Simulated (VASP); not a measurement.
# Results of a VASP single-point calculation on MgS (wurtzite)

POSCAR

```
Mg S
 1.0000000000000000
     4.0286256267095988   -0.0000000000000000   -0.0000000000000000
    -2.0143128133547994    3.4888921350675175    0.0000000000000000
    -0.0000000000000000   -0.0000000000000000    6.4543928108598783
 Mg  S
   2   2
Cartesian
 -0.0000000000000001  2.3259280900450121 -0.0185416518835357
  2.0143128133547994  1.1629640450225061  3.2086547535464041
 -0.0000000000000001  2.3259280900450121  2.4389389559559902
  2.0143128133547994  1.1629640450225061  5.6661353613859298
```

```json
{
  "gap between bands v and c": "3.47 eV",
  "least direct gap": "3.47 eV"
}
```

Band v is the last that the valence electrons fill when counted band by band, and c is the next. Levels in eV from the top of v:

```tsv
point	v−1	v	c	c+1
Γ	-0.11	0.00	3.47	4.73
M	-0.91	-0.43	4.77	5.22
K	-1.32	-1.32	4.87	7.07
A	-0.32	-0.32	4.95	4.95
L	-0.79	-0.79	4.67	4.67
H	-0.51	-0.51	5.81	5.81
```

Problem. Which of these levels of theory gave these results?
A. HSE06
B. LDA
C. PBE0
D. PBE
E. PBE with spin–orbit coupling
F. r²SCAN
G. PBEsol

Solution. D.

The INCAR was:

```
ISMEAR = -1
LASPH = .TRUE.
NELM = 120
PREC = Accurate
IBRION = -1
NSW = 0
ISIF = 2
GGA = PE
SIGMA = 0.02
EDIFF = 1E-7
LCHARG = .TRUE.
LREAL = .FALSE.
LWAVE = .FALSE.
ENCUT = 520
LELF = .TRUE.
NBANDS = 16
```
